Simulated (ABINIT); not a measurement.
Runs of ABINIT 10.8.3 (patched build) on AlNi. It takes space group Pm-3m (No. 221, cubic). Conventional cell: a = 2.881 Å, b = 2.881 Å, c = 2.881 Å, α = 90.00°, β = 90.00°, γ = 90.00°. Ni (site symmetry m-3m) has 8 Al at 2.50 Å as nearest neighbours. Al (site symmetry m-3m) is surrounded by 8 Ni at 2.50 Å. 

```tsv
task	level	potentials or basis	k mesh	cutoff (eV)	fine-grid cutoff	mesh quality	gap on the mesh (eV)	pressure (GPa)	moment (μB)
single point	LDA	JTH PAW LDA v2.0	5 × 5 × 5	816	1414.99 eV	coarse	none	-	0.00
single point	r2SCAN	Ansatz PAW PBE default generated set, frozen core	7 × 7 × 7	490	979.61 eV	not flagged	none	-	0.00
band structure	PBEsol	PseudoDojo NC SR PBEsol v0.4.1 standard	9 × 9 × 9	1333	-	not flagged	none	-3.3	0.00
single point	PBE	JTH PAW PBE v2.0	9 × 9 × 9	1116	1714.32 eV	not flagged	none	(a)	0.00
single point	LDA	JTH PAW LDA v2.0	4 × 4 × 4	816	1414.99 eV	coarse	none	-	0.00
single point	LDA	JTH PAW LDA v2.0	7 × 7 × 7	816	1414.99 eV	not flagged	none	-	0.00
single point	r2SCAN	Ansatz NC r2SCAN	7 × 7 × 7	1660	-	not flagged	none	-	0.00
```

Alike in all rows: spin collinear, ferromagnetic start; cell as given; smearing fermi-dirac 0.05 eV.

Q: Fill in the values left out.

A: (a) 2.2.

Caveats: some runs use coarse meshes; small starting moments can end in a higher magnetic state in this program; the PAW data sets were made with another functional, which shifts forces and pressure a little (some runs).

A k mesh can miss the band edges.

A gap of «none» marks a metal or a gap under the smearing width.

Not every run made on this cell is shown here.
